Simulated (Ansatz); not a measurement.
# ZnSe (Stilleite) (F-43m) in Ansatz: notebook

The runs below take ZnSe (Stilleite) through band structure, elastic constants, with PBEsol, LDA.

All numbers are computed with Ansatz 0.2.0; they aren't measurements. Logs are shortened: lines on timing, memory, paths and dates and some standing lists are left out, and cuts for length are marked.

**The experiment to reproduce.**

From “Alloy Disordering Effects on the Thermal Conductivity and Energy Gap Temperature Dependence of Cd1−xZnxSe Ternary Crystals Grown by the Bridgman Method”, 2023, pmc:10253836, for a bulk crystal of ZnSe at 300 K: band gap 2.695 ± 0.003 eV (an exciton energy, a little under the gap).

The results are compared with them further down.

**1. The structure**

It takes space group F-43m (No. 216, cubic). The conventional cell has a = 5.668 Å, b = 5.668 Å, c = 5.668 Å, α = 90.00°, β = 90.00°, γ = 90.00°. Se (site symmetry -43m) has 4 Zn at 2.45 Å as nearest neighbours. Zn (site symmetry -43m) is surrounded by 4 Se at 2.45 Å.

**2. Band structure, PBEsol**

input.yaml

```yaml
crystal:
  lattice:
    - [0.0, 2.8338, 2.8338]
    - [2.8338, 0.0, 2.8338]
    - [2.8338, 2.8338, 0.0]
  atoms:
    - { symbol: Se, position: [0.75, 0.75, 0.75] }
    - { symbol: Zn, position: [0.0, 0.0, 0.0] }
kpoints:
  mp_grid: { grid: [8, 8, 8] }
  band_path:
    path:
      - [0.0, 0.0, 0.0]
      - [0.5, 0.0, 0.5]
      - [0.5, 0.25, 0.75]
      - [0.375, 0.375, 0.75]
      - [0.0, 0.0, 0.0]
      - [0.5, 0.5, 0.5]
      - [0.625, 0.25, 0.625]
      - [0.5, 0.25, 0.75]
    npoints: 10
scf:
  occupations: { method: fermi_dirac, width: 0.05 }
hamiltonian:
  xc: pbesol
  pseudopotentials: { kind: all_electron, lapw: { basis_error: 0.001 } }
output:
  forces: true
  stress: true
  eigenvalues: true
```

Potentials or basis: all-electron LAPW, scalar-relativistic.

On the command line:

```sh
$ ansatz run input.yaml --threads 1 --pin off --max-ram 3072MiB --backend cpu --events-out ev --progress --plain --runs-dir out
```

Log:

```text
Warning: RAYON_NUM_THREADS=1 ignored (pool sized by the plan → 1); use --threads N
LAPW: plane waves up to 9.033 Å⁻¹, error target 1.0e-3 eV per atom; small_component_spin mean_spin; Zn in spheres of 1.247 Å, 20 of its electrons in bands, Dirac shells []; Se in spheres of 1.207 Å, 24 of its electrons in bands, Dirac shells [] (how accurate: hamiltonian.pseudopotentials.lapw.basis_error, Limitations)
Engine: ansatz 0.2.0, x86_64-unknown-linux-gnu
Pseudopotentials: kind: all_electron
Pseudopotential: Se, LAPW, valence charge 24, lapw/all_electron/scalar/gaussian/Se, Koelling and Harmon's equation, gaussian nucleus
Pseudopotential: Zn, LAPW, valence charge 20, lapw/all_electron/scalar/gaussian/Zn, Koelling and Harmon's equation, gaussian nucleus
Functional definition: PBEsol
  exchange = pbesol_x
  correlation = pbesol_c
Crystal: 2 atoms, lattice volume = 45.513 Å³
Basis set: ecut = 310.8828859760223 eV, 537 PW (Γ), exchange–correlation at level 2
Bands: 27, of which v1, the nominal top of the filled ones, is band 22 counted from 1 (21 counted from 0)
Symmetry: 24 space group operations
Space group: F-43m (ITA 216), of the structure as read, at distance tolerance 3.6e-5 Å
k-points: 29 of 512 (time reversal used)
Non-local potential: Se, projectors of the file, none
Non-local potential: Zn, projectors of the file, none
Initial density: superposition of atomic densities (chi_scale 0.1, normalization cell, long waves kept (reshape's long-wave potential 0.00 eV rms))
Initial wavefunctions: plane waves of lowest kinetic energy (no species holds an atomic orbital)
Functional: x = pbesol(κ = 0.804, μ = 0.12345679012345678), c = pbesol(β = 0.046)
iter 1 solved again at ethr=1.46e-3 eV; its pass at ethr=1.00e-1 eV (dr2=6.41e-1 eV) is discarded
SCF iter   1: F=—  HF=-114917.355207 eV  |F-HF|=—  |Δ(HF+E_count)|=         —  Δρ=2.96e-2  dr2=6.42e-1  ethr=1.46e-3  ⟨swp⟩=2.0  Hψ=4924  notcnv=0
preconditioner: auto → none  [insulator: Δε(μ)=1.432 eV  Ē_g=12.102 eV  σ=0.050 eV  W_gap=1.00  n_scr=14 (ndim 8)  ℏωp=23.4 eV  f_vac=0.193  D(μ)=0.00/eV (n_scr^D=0)  ε∞_Penn≈4.7]
iter 2 solved again at ethr=6.84e-5 eV; its pass at ethr=1.46e-3 eV (dr2=3.01e-2 eV) is discarded
SCF iter   2: F=—  HF=-114917.150108 eV  |F-HF|=—  |Δ(HF+E_count)|=   2.05e-1  Δρ=9.28e-3  dr2=3.01e-2  ethr=6.84e-5  ⟨swp⟩=2.0  Hψ=4020  notcnv=0
SCF iter   3: F=—  HF=-114917.070733 eV  |F-HF|=—  |Δ(HF+E_count)|=   7.94e-2  Δρ=6.28e-3  dr2=1.44e-2  ethr=6.84e-5  ⟨swp⟩=3.0  Hψ=2550  notcnv=0
SCF iter   4: F=—  HF=-114917.063091 eV  |F-HF|=—  |Δ(HF+E_count)|=         —  Δρ=2.73e-3  dr2=2.75e-3  ethr=3.27e-5  ⟨swp⟩=2.0  Hψ=2227  notcnv=0
the basis was enlarged: its passes take 30.6 KiB over the memory plan, 1 of 1 planned eigensolver slots
SCF iter   5: F=—  HF=-114917.062782 eV  |F-HF|=—  |Δ(HF+E_count)|=   3.09e-4  Δρ=4.77e-4  dr2=6.17e-5  ethr=6.26e-6  ⟨swp⟩=2.0  Hψ=2227  notcnv=0
SCF iter   6: F=—  HF=-114917.062772 eV  |F-HF|=—  |Δ(HF+E_count)|=   9.47e-6  Δρ=6.68e-5  dr2=1.38e-6  ethr=1.40e-7  ⟨swp⟩=2.0  Hψ=2228  notcnv=0
SCF iter   7: F=-114917.062774 eV  HF=-114917.062774 eV  |F-HF|=6.69e-10  |Δ(HF+E_count)|=   2.00e-6  Δρ=8.29e-6  dr2=2.47e-8  ethr=3.13e-9  ⟨swp⟩=3.0  Hψ=2313  notcnv=0
SCF 1 converged in 7 iterations: F = -114917.062774 eV  dr2 = 2.47e-8
NSCF: frozen V_eff on 71 k-points
SCF converged after 7 iterations
Free energy (F): -114917.062774 eV
Harris-Foulkes:  -114917.062774 eV  (|F-HF|=6.69e-10)
Internal energy: -114917.062774 eV  (E = F + TS)
E sigma→0 (E₀):  -114917.062774 eV
Entropy (-TS):   -0.000000 eV (-0.000 meV/atom)
Fermi energy:    8.534660 eV
--- Per-component energies (eV) ---
  E_band       = -2241.155511
  E_kinetic    = 117368.960483
  E_xc         = -4261.767657
  E_electrostatic = -228024.255600  (all electrons and nuclei)
  E_smearing   = -0.000000  (= −TS)
  E_closure    = 0.000000  (closes the sum)
  E_atoms      = -114910.299036  (free atoms, spherical and without spin; not in F)
  Σ components = -114917.062774   (vs F -114917.062774, Δ=0.00e0)
  Basis errors (estimates in eV, not in F): energy 4.3e-4 per atom: plane waves 4.0e-4 (2.4e-4 summed), levels above the bands 3.2e-86, relativity 1.3e-8, radial functions 3.4e-5, core shells 5.2e-10; eigenvalues (radial functions only) 1.6e-6; not estimated: angular momenta, meshes, grids; target (lapw.basis_error) 1.0e-3; muffin-tin radii Zn 1.247 Å, Se 1.207 Å
--- Forces (eV/Å), atoms counted from 1 ---
  atom   1  Se    -0.00000000     0.00000000    -0.00000000
  atom   2  Zn     0.00000000    -0.00000000     0.00000000
  max |Σ_I F_I| component: 4.63e-18 eV/Å
--- Stress (GPa, compression-positive) ---
       -1.114640       0.000000      -0.000000
        0.000000      -1.114640       0.000000
       -0.000000       0.000000      -1.114640
  P = ⅓ Tr σ = -1.1146 GPa (-11.146 kbar)
--- Band table (eV; the first three rows and the last of 29) ---
  k-point 0: bands = ["-198.8813", "-138.5458", "-138.5458", "-138.5458", "-116.9617", "-71.2912", "-71.2912", "-71.2912", "-38.9831", "-38.9831", "-38.9831", "-38.9787", "-38.9787", "-5.3711", "1.3603", "1.3603", "1.3603", "1.7314", "1.7314", "7.9154", "7.9154", "7.9154", "9.0853", "13.6618", "13.6618", "13.6618", "17.6597"]
  k-point 1: bands = ["-198.8813", "-138.5458", "-138.5458", "-138.5458", "-116.9617", "-71.2912", "-71.2912", "-71.2912", "-38.9831", "-38.9830", "-38.9830", "-38.9787", "-38.9787", "-5.2697", "1.3661", "1.3762", "1.3762", "1.7300", "1.7300", "6.5675", "7.7619", "7.7619", "10.0996", "13.5828", "13.9170", "13.9170", "18.5379"]
  k-point 2: bands = ["-198.8813", "-138.5458", "-138.5458", "-138.5458", "-116.9617", "-71.2913", "-71.2912", "-71.2912", "-38.9831", "-38.9830", "-38.9830", "-38.9786", "-38.9786", "-5.0062", "1.4111", "1.4111", "1.4189", "1.7314", "1.7314", "4.8345", "7.4348", "7.4348", "10.5730", "14.2938", "14.2938", "14.3758", "18.2911"]
  k-point 28: bands = ["-198.8813", "-138.5458", "-138.5458", "-138.5458", "-116.9617", "-71.2913", "-71.2913", "-71.2912", "-38.9830", "-38.9830", "-38.9827", "-38.9787", "-38.9785", "-4.3001", "1.4752", "1.5676", "1.6976", "1.7012", "2.0325", "3.2011", "5.1213", "5.2168", "13.2782", "13.4376", "14.7857", "15.5018", "19.5311"]
```

Wall time 47 s (1 thread of Intel Xeon at 2.50GHz (Skylake/Cascade Lake), shared host); peak memory 0.31 GiB.

Results:

* Free energy: -114917.0628 eV
* Pressure: -1.1 GPa
* Band gap on the k mesh: 1.17 eV, direct
* Band gap along the path: 1.17 eV, direct

Levels at the corners of the path, in eV from the valence-band top:
| point | band 18 | band 19 | band 20 | band 21 | band 22 | band 23 | band 24 | band 25 | band 26 | band 27 |
| --- | --- | --- | --- | --- | --- | --- | --- | --- | --- | --- |
| Γ | -6.18 | -6.18 | 0.00 | 0.00 | 0.00 | 1.17 | 5.75 | 5.75 | 5.75 | 9.74 |
| X | -6.14 | -6.01 | -4.78 | -2.20 | -2.20 | 2.85 | 3.38 | 10.59 | 11.18 | 11.18 |
| W | -6.21 | -5.88 | -4.71 | -2.79 | -2.70 | 5.36 | 5.52 | 6.87 | 7.59 | 11.62 |
| K | -6.16 | -5.92 | -4.75 | -3.13 | -1.81 | 3.48 | 5.52 | 8.93 | 9.21 | 9.45 |
| Γ | -6.18 | -6.18 | 0.00 | 0.00 | 0.00 | 1.17 | 5.75 | 5.75 | 5.75 | 9.74 |
| L | -6.17 | -6.03 | -5.27 | -0.87 | -0.87 | 2.45 | 6.32 | 6.32 | 8.40 | 10.80 |
| U | -6.16 | -5.92 | -4.75 | -3.13 | -1.81 | 3.48 | 5.52 | 8.93 | 9.21 | 9.45 |
| W | -6.21 | -5.88 | -4.71 | -2.79 | -2.70 | 5.36 | 5.52 | 6.87 | 7.59 | 11.62 |

**3. Band structure, LDA, spin-orbit coupling, no magnetisation**

Changes to input.yaml since step 2:

```diff
@@ -9,3 +9,3 @@
 kpoints:
-  mp_grid: { grid: [8, 8, 8] }
+  mp_grid: { grid: [6, 6, 6] }
   band_path:
@@ -20,3 +20,3 @@
       - [0.5, 0.25, 0.75]
-    npoints: 10
+    npoints: 8
 scf:
@@ -24,4 +24,7 @@
 hamiltonian:
-  xc: pbesol
+  xc: lda
   pseudopotentials: { kind: all_electron, lapw: { basis_error: 0.001 } }
+magnetization:
+  noncollinear: true
+  spin_orbit: true
 output:
```

Potentials or basis: all-electron LAPW, relativistic spinors.

On the command line:

```sh
$ ansatz run input.yaml --threads 1 --pin off --max-ram 3072MiB --backend cpu --events-out ev --progress --plain --runs-dir out
```

Run time: 2.3 min. Hardware: 1 thread of Intel Xeon at 2.50GHz (Skylake/Cascade Lake), shared host; peak memory 0.43 GiB.

It converged, with:

```
Free energy             : -114847.4403 eV
Pressure                : -3.3 GPa
Band gap on the k mesh  : 0.90 eV, direct
Band gap along the path : 0.90 eV, direct
```

Levels at the corners of the path, in eV from the valence-band top:
```tsv
point	band 41	band 42	band 43	band 44	band 45	band 46	band 47	band 48
Γ	0.00	0.00	0.00	0.00	0.90	0.90	5.48	5.48
X	-2.42	-2.42	-2.25	-2.25	2.68	2.68	3.19	3.19
W	-3.05	-2.86	-2.81	-2.80	5.12	5.21	5.31	5.40
K	-3.32	-3.21	-1.93	-1.93	3.30	3.30	5.28	5.39
Γ	0.00	0.00	0.00	0.00	0.90	0.90	5.48	5.48
L	-1.13	-1.13	-0.89	-0.89	2.22	2.22	6.13	6.13
U	-3.32	-3.21	-1.93	-1.93	3.30	3.30	5.28	5.39
W	-3.05	-2.86	-2.81	-2.80	5.12	5.21	5.31	5.40
```

**4. Elastic constants, PBEsol**

input.yaml

```yaml
crystal:
  lattice:
    - [0.0, 2.8338, 2.8338]
    - [2.8338, 0.0, 2.8338]
    - [2.8338, 2.8338, 0.0]
  atoms:
    - { symbol: Se, position: [0.75, 0.75, 0.75] }
    - { symbol: Zn, position: [0.0, 0.0, 0.0] }
kpoints:
  mp_grid: { grid: [6, 6, 6] }
scf:
  occupations: { method: fermi_dirac, width: 0.05 }
hamiltonian:
  xc: pbesol
  pseudopotentials: { kind: all_electron, lapw: { basis_error: 0.001 } }
output:
  forces: true
  stress: true
elastic:
  mode: relaxed_ion
  stencil: two_point
```

Potentials or basis: all-electron LAPW, scalar-relativistic.

On the command line:

```sh
$ ansatz run input.yaml --threads 1 --pin off --max-ram 3072MiB --backend cpu --events-out ev --progress --plain --runs-dir out
```

Wall time 5.4 min (1 thread of Intel Xeon at 2.50GHz (Skylake/Cascade Lake), shared host); peak memory 0.39 GiB.

It converged, with:

| Property | Result |
| --- | --- |
| Free energy | -114917.0571 eV |
| Pressure | -1.1 GPa |
| Band gap on the k mesh | 1.17 eV, direct |
| Elastic constants C11, C12, C44 | 85, 48, 39 GPa |
| Voigt bulk modulus | 60 GPa |

Levels at points of the mesh, in eV from the valence-band top:
```
             k point  band 18  band 19  band 20  band 21  band 22  band 23  band 24  band 25  band 26  band 27
  (0.00, 0.00, 0.00)    -6.19    -6.19     0.00     0.00     0.00     1.17     5.74     5.74     5.74     9.74
 (0.00, 0.00, -0.50)    -6.17    -6.03    -5.28    -0.87    -0.87     2.45     6.31     6.31     8.40    10.80
(0.00, -0.50, -0.50)    -6.14    -6.01    -4.78    -2.20    -2.20     2.84     3.38    10.59    11.17    11.17
```

Elastic tensor in Voigt notation (GPa, in the Cartesian axes of the cell as first typed):
```
85 48 48  0  0  0
48 85 48  0  0  0
48 48 85  0  0  0
 0  0  0 39  0  0
 0  0  0  0 39  0
 0  0  0  0  0 39
```

**5. Overview**

| task | level | potentials or basis | spin | k mesh | cutoff (eV) | gap on the mesh (eV) | pressure (GPa) |
| --- | --- | --- | --- | --- | --- | --- | --- |
| band structure | PBEsol | all-electron LAPW, scalar-relativistic | off | 8 × 8 × 8 | 311 | 1.17 | -1.1 |
| band structure | LDA | all-electron LAPW, relativistic spinors | SOC, no magnetisation | 6 × 6 × 6 | 311 | 0.90 | -3.3 |
| elastic constants | PBEsol | all-electron LAPW, scalar-relativistic | off | 6 × 6 × 6 | 336 | 1.17 | -1.1 |

Alike in all rows: cell as given; smearing fermi-dirac 0.05 eV; basis error allowed 0.001 eV/atom.

Compare energies only between runs with the same functional and basis.

**6. Comparison with measurements**

Step 2. Measured gap of ZnSe: 2.695 eV (an exciton energy, a little under the gap; 300 K; “Alloy Disordering Effects on the Thermal Conductivity and Energy Gap Temperature Dependence of Cd1−xZnxSe Ternary Crystals Grown by the Bridgman Method”, 2023, pmc:10253836). This calculation gives 1.17 eV (-1.53 eV). So large a miss can be the level of theory's own, or it may mean another phase, state or a wrong row. Spin-orbit coupling on Se is left out. The value is that of PBEsol, without temperature or zero-point motion. Semilocal functionals fall short of measured gaps as a rule.

Step 3. A measured gap of ZnSe is 2.695 eV (an exciton energy, a little under the gap; 300 K; “Alloy Disordering Effects on the Thermal Conductivity and Energy Gap Temperature Dependence of Cd1−xZnxSe Ternary Crystals Grown by the Bridgman Method”, 2023, pmc:10253836); the calculated 0.90 eV misses it by -1.80 eV. So large a miss can be the level of theory's own, or it may mean another phase, state or a wrong row. The value is that of LDA, without temperature or zero-point motion. Semilocal functionals fall short of measured gaps as a rule.

Step 4. A measured gap of ZnSe is 2.695 eV (an exciton energy, a little under the gap; 300 K; “Alloy Disordering Effects on the Thermal Conductivity and Energy Gap Temperature Dependence of Cd1−xZnxSe Ternary Crystals Grown by the Bridgman Method”, 2023, pmc:10253836); the calculated 1.17 eV misses it by -1.53 eV. So large a miss can be the level of theory's own, or it may mean another phase, state or a wrong row. Spin-orbit coupling on Se is left out. The value is that of PBEsol, without temperature or zero-point motion. Semilocal functionals fall short of measured gaps as a rule.
